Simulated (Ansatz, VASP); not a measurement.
## One calculation of PbSe (Clausthalite), two programs

Contents of INCAR:

```
  ALGO = Normal
  EDIFF = 1E-6
  ENCUT = 520
  GGA = PE
  ISIF = 2
  ISMEAR = 0
  LASPH = T
  LCHARG = F
  LREAL = F
  LWAVE = F
  NBANDS = 17
  NELM = 60
  PREC = Accurate
  SIGMA = 0.024
```

KPOINTS

```
k-points
0
Gamma
  8 8 8
```

Contents of POSCAR:

```
PbSe
1.0
    0.0000000000      3.0606500000      3.0606500000
    3.0606500000      0.0000000000      3.0606500000
    3.0606500000      3.0606500000      0.0000000000
Pb Se
1 1
Direct
    0.0000000000      0.0000000000      0.0000000000
    0.5000000000      0.5000000000      0.5000000000
```

Contents of input.yaml:

```yaml
crystal:
  lattice:
    - [0.0, 3.06065, 3.06065]
    - [3.06065, 0.0, 3.06065]
    - [3.06065, 3.06065, 0.0]
  atoms:
    - { symbol: Pb, position: [0.0, 0.0, 0.0] }
    - { symbol: Se, position: [0.5, 0.5, 0.5] }
hamiltonian:
  xc: pbe
  pseudopotentials: { kind: paw }
kpoints:
  mp_grid: { grid: [8, 8, 8] }
scf:
  occupations: { method: gaussian, width: 0.024 }
output:
  forces: true
  stress: true
  eigenvalues: true
```

Alike in both runs: task single point; functional PBE; k mesh 8 × 8 × 8; occupations gaussian, width 0.024 eV; no spin polarisation.

```csv
,VASP,Ansatz
version,VASP 6.6.1,Ansatz 0.2.0
potentials or method,"VASP PAW PBE potentials, release 64 (Pb_d, Se)",Ansatz PAW
plane-wave cutoff (eV),520,420
valence electrons in the cell,20,30
```

|  | VASP | Ansatz | Ansatz less VASP |
| --- | --- | --- | --- |
| gap on the k mesh at the Fermi level (eV) | 0.29 | 0.29 | -0.005 |
| least direct gap on the mesh (eV) | 0.29 | 0.29 | -0.005 |
| pressure (GPa) | 2.4 | 2.4 | +0.02 |

The functional is the same, so the differences come from potentials, cutoffs and numerics. The two sets of potentials don't hold the same shells in valence.

Caveats: spin-orbit coupling is left out, which as a rule narrows the gap of such compounds by several tenths of an eV. A k mesh can miss the band edges.
